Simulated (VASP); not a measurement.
Wanted: the native input for a VASP 6.6.1 run.

| Property | Result |
| --- | --- |
| Task | band structure |
| Functional | PBE |
| Potentials or basis | VASP PAW PBE potentials, release 64 (Se_GW) |
| Cutoff | 600 eV |
| k mesh | 9 × 9 × 9 |
| Occupations | fermi-dirac, width 0.05 eV |
| Spin | no spin polarisation |
| Further INCAR settings | ALGO = Normal; EDIFF = 1e-06 |

Crystal: Se.

```xyz
1
Lattice="2.8106 0.0000 0.0000 0.0000 2.8106 0.0000 0.0000 0.0000 2.8106" Properties=species:S:1:pos:R:3 pbc="T T T"
Se    0.0000    0.0000    0.0000
```

This isn't the form of Se at room conditions, which is trigonal, of chains.

The input as run:

POSCAR

```
Se
1.0
    2.8105630200      0.0000000000      0.0000000000
    0.0000000000      2.8105630200      0.0000000000
    0.0000000000      0.0000000000      2.8105630200
Se
1
Direct
    0.0000000000      0.0000000000      0.0000000000
```

INCAR.step1

```
  PREC = Accurate
  ENCUT = 600
  EDIFF = 1E-6
  ISMEAR = -1
  SIGMA = 0.05
  LREAL = False
  LASPH = True
  NELM = 100
  ALGO = Normal
  ISIF = 2
  LWAVE = False
  LCHARG = True
  GGA = PE
```

KPOINTS.step1

```
Automatic mesh
0
Gamma
  9 9 9
```

INCAR.step2

```
  PREC = Accurate
  ENCUT = 600
  EDIFF = 1E-6
  ISMEAR = 0
  SIGMA = 0.05
  LREAL = False
  LASPH = True
  NELM = 100
  ALGO = Normal
  ISIF = 2
  LWAVE = False
  LCHARG = False
  GGA = PE
  ICHARG = 11
```

KPOINTS.step2

```
path GXMGRX,MR
15
line-mode
reciprocal
 0.0000000000  0.0000000000  0.0000000000  G
 0.0000000000  0.5000000000  0.0000000000  X

 0.0000000000  0.5000000000  0.0000000000  X
 0.5000000000  0.5000000000  0.0000000000  M

 0.5000000000  0.5000000000  0.0000000000  M
 0.0000000000  0.0000000000  0.0000000000  G

 0.0000000000  0.0000000000  0.0000000000  G
 0.5000000000  0.5000000000  0.5000000000  R

 0.5000000000  0.5000000000  0.5000000000  R
 0.0000000000  0.5000000000  0.0000000000  X

 0.5000000000  0.5000000000  0.0000000000  M
 0.5000000000  0.5000000000  0.5000000000  R
```

Potentials or basis: VASP PAW PBE potentials, release 64 (Se_GW).

Command:

```console
$ cat potpaw_PBE.64/Se_GW/POTCAR > POTCAR
$ cp INCAR.step1 INCAR
$ cp KPOINTS.step1 KPOINTS
$ mpirun -np 1 vasp_std > vasp.out
$ cp INCAR.step2 INCAR
$ cp KPOINTS.step2 KPOINTS
$ mpirun -np 1 vasp_std > vasp.out
```

It gave:

```
Band gap along the path : none (metal or under the smearing width)
```

Caveat: the log is that of the step along the path at fixed density, whose energy, stress, charges and moments have no meaning.

Run time: 4.7 s on 1 thread of Intel(R) Xeon(R) 6975P-C (Granite Rapids) (shared host), peak memory 0.13 GiB.
